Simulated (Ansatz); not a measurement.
Density of states of Ta$_{2}$C (P-3m1, a = 3.110 Å, b = 3.110 Å, c = 4.942 Å, α = 90.00°, β = 90.00°, γ = 120.00°), in states per eV and primitive cell, averaged over bins of 0.5 eV. All numbers below come from Ansatz, DFT r2SCAN, scalar-relativistic, plane waves, PAW.

Cutoff 500 eV; k points 18×18×8 on the computed 3-atom cell (Γ-centred); Gaussian smearing, width 0.10 eV; no spin polarisation.

The cell is relaxed at this level. The states (both spins) are summed by tetrahedra on a 27×27×12 mesh at the self-consistent density. Energies are bin centres; the table starts no lower than −8 eV and ends at 6 eV, or lower where the solved bands end.

It is a metal at this level.

```csv
E − E_F (eV),total,Ta 5d,C 2p,Ta 6s,C 2s
-7.80,0.09,0.02,0.03,0.04,0.00
-7.30,0.48,0.16,0.19,0.11,0.00
-6.80,1.63,0.59,0.67,0.29,0.01
-6.30,1.65,0.60,0.72,0.24,0.02
-5.80,0.55,0.22,0.24,0.06,0.01
-5.30,1.60,0.61,0.77,0.15,0.02
-4.80,2.61,1.10,1.36,0.08,0.01
-4.30,2.31,1.04,1.19,0.03,0.01
-3.80,1.22,0.62,0.57,0.01,0.00
-3.30,0.79,0.65,0.04,0.07,0.01
-2.80,1.90,1.34,0.16,0.27,0.05
-2.30,2.48,1.92,0.15,0.26,0.03
-1.80,2.49,1.97,0.21,0.14,0.02
-1.30,1.49,1.23,0.10,0.09,0.01
-0.80,2.13,1.63,0.17,0.16,0.07
-0.30,0.50,0.45,0.02,0.01,0.00
0.20,0.86,0.80,0.04,0.01,0.00
0.70,1.13,1.04,0.06,0.01,0.00
1.20,1.15,1.06,0.07,0.01,0.00
1.70,1.50,1.32,0.13,0.02,0.00
2.20,2.01,1.70,0.21,0.04,0.01
2.70,2.10,1.80,0.20,0.04,0.01
3.20,2.40,2.00,0.28,0.05,0.02
3.70,2.67,2.29,0.26,0.04,0.02
4.20,2.07,1.79,0.16,0.05,0.01
4.70,2.41,2.02,0.22,0.08,0.02
```

The columns after the total are the main Löwdin projections on the occupied valence shells of the potentials; 2 others are left out. The rest of the total lies in those, in shells that are empty in the free atom, which aren't projected, and between the atoms.

Spin-orbit coupling is left out, which matters for the bands of heavy elements.